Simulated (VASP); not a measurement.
# ZnS (F-43m) in VASP: a series of runs, part 2 of 2

VASP 6.6.1.

## Step 3: Born charges and dielectric tensor, PBE

Contents of INCAR:

```
PREC = Accurate
ENCUT = 520
EDIFF = 1E-8
ISMEAR = 0
SIGMA = 0.02
LREAL = False
LASPH = True
NELM = 80
ALGO = Normal
ISIF = 2
LWAVE = False
LCHARG = False
GGA = PE
LEPSILON = True
IBRION = 8
NSW = 1
```

Contents of KPOINTS:

```
Automatic mesh
0
Gamma
  10 10 10
```

Contents of POSCAR:

```
ZnS
1.0
    0.0000000000      2.7020000000      2.7020000000
    2.7020000000      0.0000000000      2.7020000000
    2.7020000000      2.7020000000      0.0000000000
Zn S
1 1
Direct
    0.2500000000      0.2500000000      0.2500000000
    0.0000000000      0.0000000000      0.0000000000
```

Potentials or basis: VASP PAW PBE potentials, release 64 (Zn, S).

The run is started by

```sh
> cat potpaw_PBE.64/Zn/POTCAR potpaw_PBE.64/S/POTCAR > POTCAR
> mpirun -np 1 vasp_std > vasp.out
```

OUTCAR:

```text
PREC = Accurate
   ENCUT = 520
   EDIFF = 1E-8
   ISMEAR = 0
   LREAL = False
   LASPH = True
   NELM = 80
   ISIF = 2
   GGA = PE
   LEPSILON = True
   IBRION = 8
   NSW = 1

 ion  position               nearest neighbor table
   1  0.250  0.250  0.250-   2 2.34   2 2.34   2 2.34   2 2.34
   2  0.000  0.000  0.000-   1 2.34   1 2.34   1 2.34   1 2.34

  LATTYP: Found a face centered cubic cell.
 ALAT       =     5.4040000000

  Lattice vectors:

 A1 = (   0.0000000000,   2.7020000000,   2.7020000000)
 A2 = (   2.7020000000,   0.0000000000,   2.7020000000)
 A3 = (   2.7020000000,   2.7020000000,   0.0000000000)

Analysis of symmetry for initial positions (statically):
=====================================================================
 Subroutine PRICEL returns:
 Original cell was already a primitive cell.

 Routine SETGRP: Setting up the symmetry group for a
 face centered cubic supercell.

 Subroutine GETGRP returns: Found 24 space group operations
 (whereof 24 operations were pure point group operations)
 out of a pool of 48 trial point group operations.

The static configuration has the point symmetry T_d .

Analysis of symmetry for dynamics (positions and initial velocities):
=====================================================================
 Subroutine PRICEL returns:
 Original cell was already a primitive cell.

 Routine SETGRP: Setting up the symmetry group for a
 face centered cubic supercell.

 Subroutine GETGRP returns: Found 24 space group operations
 (whereof 24 operations were pure point group operations)
 out of a pool of 48 trial point group operations.

The dynamic configuration has the point symmetry T_d .

 Subroutine INISYM returns: Found 24 space group operations
 (whereof 24 operations are pure point group operations),
 and found     1 'primitive' translations

----------------------------------------------------------------------------------------

                                     Primitive cell

  volume of cell :      39.4535

  direct lattice vectors                    reciprocal lattice vectors
     0.000000000  2.702000000  2.702000000    -0.185048113  0.185048113  0.185048113
     2.702000000  0.000000000  2.702000000     0.185048113 -0.185048113  0.185048113
     2.702000000  2.702000000  0.000000000     0.185048113  0.185048113 -0.185048113

  length of vectors
     3.821205046  3.821205046  3.821205046     0.320512733  0.320512733  0.320512733

  position of ions in fractional coordinates (direct lattice)
     0.250000000  0.250000000  0.250000000
     0.000000000  0.000000000  0.000000000

  ion indices of the primitive-cell ions
   primitive index   ion index
                 1           1
                 2           2
[... 570 lines left out ...]
    -0.00035  0.67476  0.00000
     0.67476 -0.00035  0.00000
     0.00000  0.00000 -0.00001

--------------------------------------- Ionic step        4  -------------------------------------------

------------------------ aborting loop because EDIFF is reached ----------------------------------------

[... ionic steps 5 to 6 ...]

--------------------------------------- Ionic step        7  -------------------------------------------

 Free energy of the ion-electron system (eV)
  ---------------------------------------------------
  ---------------------------------------------------
  free energy    TOTEN  =        -0.10576995 eV

  energy without entropy =       -0.10576995

------------------------ aborting loop because EDIFF is reached ----------------------------------------

 INTERNAL STRAIN TENSOR  FOR ION    2  DIRECTION 1   (eV/Angst):
 -----------------------------------------------------------------------------
    -0.01489  0.00000  0.00000
     0.00000  0.01468  5.55677
     0.00000  5.55677  0.01468

 MACROSCOPIC STATIC DIELECTRIC TENSOR (including local field effects in DFT)
 ------------------------------------------------------
           5.928590     0.000000     0.000000
           0.000000     5.928590    -0.000000
           0.000000    -0.000000     5.928590
 ------------------------------------------------------

 PIEZOELECTRIC TENSOR (including local field effects)  for field in x, y, z        (e  Angst)
          XX          YY          ZZ          XY          YZ          ZX
  --------------------------------------------------------------------------------
  x     0.00000     0.00000    -0.00000     0.00000     1.67238     0.00000
  y     0.00000    -0.00000    -0.00000    -0.00000     0.00000     1.67238
  z    -0.00000    -0.00000     0.00000     1.67238    -0.00000     0.00000

 PIEZOELECTRIC TENSOR (including local field effects)  for field in x, y, z        (C/m^2)
          XX          YY          ZZ          XY          YZ          ZX
  --------------------------------------------------------------------------------
  x     0.00000     0.00000    -0.00000     0.00000     0.67914     0.00000
  y     0.00000    -0.00000    -0.00000    -0.00000     0.00000     0.67914
  z    -0.00000    -0.00000     0.00000     0.67914    -0.00000     0.00000

 BORN EFFECTIVE CHARGES (including local field effects) (in |e|, cummulative output)
 ---------------------------------------------------------------------------------
 ion    1
    1     2.00797     0.00000     0.00000
    2     0.00000     2.00797     0.00000
    3     0.00000     0.00000     2.00797
 ion    2
    1    -2.00797     0.00000     0.00000
    2     0.00000    -2.00797     0.00000
    3     0.00000     0.00000    -2.00797

 INTERNAL STRAIN TENSOR FOR ION    2 for displacements in x,y,z  (eV/Angst):
          X           Y           Z          XY          YZ          ZX
  --------------------------------------------------------------------------------
  x     0.00000     0.00000     0.00000     0.00000     5.55677     0.00000
  y     0.00000     0.00000     0.00000     0.00000     0.00000     5.55677
  z     0.00000     0.00000     0.00000     5.55677     0.00000     0.00000

 SECOND DERIVATIVES (NOT SYMMETRIZED)
 ------------------------------------
               1X          1Y          1Z          2X          2Y          2Z
  1X    -5.826944    0.000000    0.000000    5.826944    0.000000    0.000000
  1Y     0.000000   -5.826944    0.000000    0.000000    5.826944    0.000000
  1Z     0.000000    0.000000   -5.826944    0.000000    0.000000    5.826944
  2X     5.816240    0.000000    0.000000   -5.816240    0.000000    0.000000
  2Y     0.000000    5.816240    0.000000    0.000000   -5.816240    0.000000
  2Z     0.000000    0.000000    5.816240    0.000000    0.000000   -5.816240

 Eigenvectors and eigenvalues of the dynamical matrix
 ----------------------------------------------------

   1 f  =    8.130731 THz    51.086890 2PiTHz  271.211993 cm-1    33.625986 meV
             X         Y         Z           dx          dy          dz
      1.351000  1.351000  1.351000     0.000000    0.573966    0.000000
      0.000000  0.000000  0.000000     0.000000   -0.818879    0.000000
[... 21 lines left out ...]
   6 f/i=    0.003513 THz     0.022075 2PiTHz    0.117192 cm-1     0.014530 meV
             X         Y         Z           dx          dy          dz
      1.351000  1.351000  1.351000     0.000000    0.000000    0.818879
      0.000000  0.000000  0.000000     0.000000    0.000000    0.573966

--------------------------------------------------------------------------------------------------------

 MACROSCOPIC STATIC DIELECTRIC TENSOR IONIC CONTRIBUTION
 ------------------------------------------------------
           3.176524     0.000000     0.000000
           0.000000     3.176524     0.000000
           0.000000     0.000000     3.176524
 ------------------------------------------------------

 ELASTIC MODULI CONTR FROM IONIC RELAXATION (kBar)
 Direction    XX          YY          ZZ          XY          YZ          ZX
 --------------------------------------------------------------------------------
 XX           0.0000      0.0000      0.0000      0.0000      0.0000      0.0000
 YY           0.0000      0.0000      0.0000      0.0000      0.0000      0.0000
 ZZ           0.0000      0.0000      0.0000      0.0000      0.0000      0.0000
 XY           0.0000      0.0000      0.0000   -215.4090      0.0000      0.0000
 YZ           0.0000      0.0000      0.0000      0.0000   -215.4090      0.0000
 ZX           0.0000      0.0000      0.0000      0.0000      0.0000   -215.4090
 --------------------------------------------------------------------------------

 PIEZOELECTRIC TENSOR IONIC CONTR  for field in x, y, z        (C/m^2)
          XX          YY          ZZ          XY          YZ          ZX
  --------------------------------------------------------------------------------
  x     0.00000     0.00000     0.00000     0.00000    -0.77836     0.00000
  y     0.00000     0.00000     0.00000     0.00000     0.00000    -0.77836
  z     0.00000     0.00000     0.00000    -0.77836     0.00000     0.00000
```

stdout:

```text
POSCAR found type information on POSCAR ZnS
 POSCAR found :  2 types and       2 ions
 scaLAPACK will be used
 LDA part: xc-table for (Slater+PW92), standard interpolation
 POSCAR, INCAR and KPOINTS ok, starting setup
 FFT: planning ... GRIDC
 FFT: planning ... GRID_SOFT
 FFT: planning ... GRID
 WAVECAR not read
 entering main loop
[... 23 lines left out ...]
  Direction:   3
 dielectric tensor                  component  3 :     0.742     0.881     5.929
 Linear response DOF=           2
 Linear response progress:
 first order change of Fermi-energy   0.10569E+00
 force on displaced ion       1 direction 1 :  -5.827   0.000   0.000
 Born effective charge ion    1 direction 1 :   2.006   0.000   0.000
 Linear response progress:
 first order change of Fermi-energy  -0.10541E+00
 force on displaced ion       2 direction 1 :  -5.816   0.000   0.000
 Born effective charge ion    2 direction 1 :  -2.009   0.000   0.000
 Born effective charges drift removed
 Linear response finished
```

It took 7.8 min on 1 thread of Intel Xeon Platinum 8488C (Sapphire Rapids), shared host; peak memory 0.37 GiB.

What came out:

```
Band gap on the k mesh                                  : 2.11 eV, direct
Electronic dielectric tensor (diagonal)                 : 5.93
Born charges (mean of the diagonal)                     : Zn +2.01; S -2.01 e
Highest phonon frequency at Γ, LO-TO splitting left out : 271 cm⁻¹
```

Levels at points of the mesh, in eV from the valence-band top:
```csv
k point,band 6,band 7,band 8,band 9,band 10,band 11,band 12,band 13
"(0.00, 0.00, 0.00)",-5.84,0.00,0.00,0.00,2.11,6.40,6.40,6.40
"(0.50, 0.00, 0.00)",-5.64,-5.29,-0.87,-0.87,3.31,6.93,6.93,8.88
"(0.50, 0.50, 0.00)",-5.62,-4.56,-2.22,-2.22,3.41,4.08,10.98,11.97
```

Phonon frequencies in cm⁻¹ (negative: imaginary):
| q point | frequencies |
| --- | --- |
| (0.000, 0.000, 0.000) | 0 0 0 271 271 271 |

Electronic dielectric tensor:
```
5.93 0.00 0.00
0.00 5.93 0.00
0.00 0.00 5.93
```

Born effective charge tensors (e):
atom 1, Zn
```
2.01 0.00 0.00
0.00 2.01 0.00
0.00 0.00 2.01
```
atom 2, S
```
-2.01  0.00  0.00
 0.00 -2.01  0.00
 0.00  0.00 -2.01
```

## Step 4: How close it comes

Step 2. A measured gap of ZnS is 3.85 eV (direct; 19 K; quoted in “Electronic, vibrational, and thermodynamic properties of ZnS (zincblende and rocksalt structure)”, 2009, arxiv:0911.5022); the calculated 2.11 eV misses it by -1.74 eV. The value is that of PBE, without temperature or zero-point motion. Semilocal functionals fall short of measured gaps as a rule.

Step 3. Measured gap of ZnS: 3.85 eV (direct; 19 K; quoted in “Electronic, vibrational, and thermodynamic properties of ZnS (zincblende and rocksalt structure)”, 2009, arxiv:0911.5022). This calculation gives 2.11 eV (-1.74 eV). The value is that of PBE, without temperature or zero-point motion. Semilocal functionals fall short of measured gaps as a rule. Measured high-frequency dielectric constant of ZnS: 5.14 (a printed reference work, monograph). This calculation gives 5.93 (+15.3 %).
